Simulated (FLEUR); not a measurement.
CaO:

```xyz
2
Lattice="0.0000 2.4036 2.4036 2.4036 0.0000 2.4036 2.4036 2.4036 0.0000" Properties=species:S:1:pos:R:3 pbc="T T T"
Ca    0.0000    0.0000    0.0000
O     2.4036    2.4036    2.4036
```

The cell is a database's computed one.

Base run:

- Program: FLEUR MaX-R8.1 (later development tree)
- Functional: PBE
- Potentials or basis: all-electron
- Basis: FLAPW
- Kmax: 4.12 1/bohr
- k mesh: 10 × 10 × 10
- Occupations: fermi-dirac, width 0.05 eV
- Spin: no spin polarisation

Its results: band gap on the k mesh 3.65 eV, indirect (least direct gap 4.03 eV).

Problem. After a change of settings the same cell gave: band gap on the k mesh 4.18 eV, indirect (least direct gap 4.56 eV). Which change was it?
A. functional from PBE to WC
B. functional from PBE to AM05
C. functional from PBE to r2SCAN
D. functional from PBE to RPBE

Solution. C.

r2SCAN gives the wider gap, since meta-GGAs in the generalised Kohn-Sham scheme recover part of the derivative discontinuity.

Caveats: the meta-GGA is that of a development version, with a GGA for the radial functions and cores and without core tails (some runs).

Not every run made on this cell is shown here.
